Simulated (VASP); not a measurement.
## Ca8F15 (a cell with a defect) (Fluorite): single point with PBE

Crystal: Ca8F15 (a cell with a defect) (Fluorite).

```xyz
23
Lattice="0.0000 5.4620 5.4620 5.4620 0.0000 5.4620 5.4620 5.4620 0.0000" Properties=species:S:1:pos:R:3 pbc="T T T"
Ca   -0.0586   -0.0586   -0.0586
Ca    2.7896    2.7896   -0.0586
Ca    2.7896   -0.0586    2.7896
Ca    5.4417    2.7513    2.7513
Ca   -0.0586    2.7896    2.7896
Ca    2.7513    5.4417    2.7513
Ca    2.7513    2.7513    5.4417
Ca    5.4417    5.4417    5.4417
F     4.0965    4.0965    1.3607
F     4.0965    1.3607    4.0965
F     6.8323    4.0965    4.0965
F     1.3607    4.0965    4.0965
F     4.0965    6.8323    4.0965
F     4.0965    4.0965    6.8323
F     6.8275    6.8275    6.8275
F     4.0965    4.0965    4.0965
F     6.8275    6.8275    3.8923
F     6.8275    3.8923    6.8275
F     9.7627    6.8275    6.8275
F     3.8923    6.8275    6.8275
F     6.8275    9.7627    6.8275
F     6.8275    6.8275    9.7627
F     9.5585    9.5585    9.5585
```

The cell isn't the ideal one: F vacancy, charge +1, ions relaxed.

```json
{
 "Program": "VASP 6.6.1",
 "Task": "single point",
 "Functional": "PBE",
 "Potentials or basis": "VASP PAW PBE potentials, release 64 (Ca_sv, F)",
 "Cutoff": "520 eV",
 "k mesh": "3 × 3 × 3",
 "Occupations": "fermi-dirac, width 0.01 eV",
 "Spin": "no spin polarisation"
}
```

```
Largest force          : 0.041 eV/Å
Band gap on the k mesh : 6.57 eV, direct
```

Forces in eV/Å, atoms in the order of the input:
```
Ca   0.016  0.016  0.016
Ca  -0.016 -0.016  0.016
Ca  -0.016  0.016 -0.016
Ca   0.024 -0.024 -0.024
Ca   0.016 -0.016 -0.016
Ca  -0.024  0.024 -0.024
Ca  -0.024 -0.024  0.024
Ca   0.024  0.024  0.024
F    0.000  0.000  0.020
F    0.000  0.020  0.000
F   -0.020  0.000  0.000
F    0.020  0.000  0.000
F    0.000 -0.020  0.000
F    0.000  0.000 -0.020
F    0.000  0.000  0.000
F    0.000  0.000  0.000
F    0.000  0.000  0.021
F    0.000  0.021  0.000
F   -0.021  0.000  0.000
F    0.021  0.000  0.000
F    0.000 -0.021  0.000
F    0.000  0.000 -0.021
F    0.000  0.000  0.000
```

Levels at points of the mesh, in eV from the valence-band top:
```csv
k point,band 90,band 91,band 92,band 93,band 94,band 95
"(0.00, 0.00, 0.00)",0.00,0.00,0.00,6.57,8.16,8.16
```

Wall time 10 min on 1 thread of Intel(R) Xeon(R) 6975P-C (Granite Rapids), with other jobs on the host, peak memory 0.52 GiB.

Caveat: the cell carries a net charge on a neutralising background, which shifts energy and pressure; the cell is charged against a uniform background, so pressure and absolute levels hang on convention.
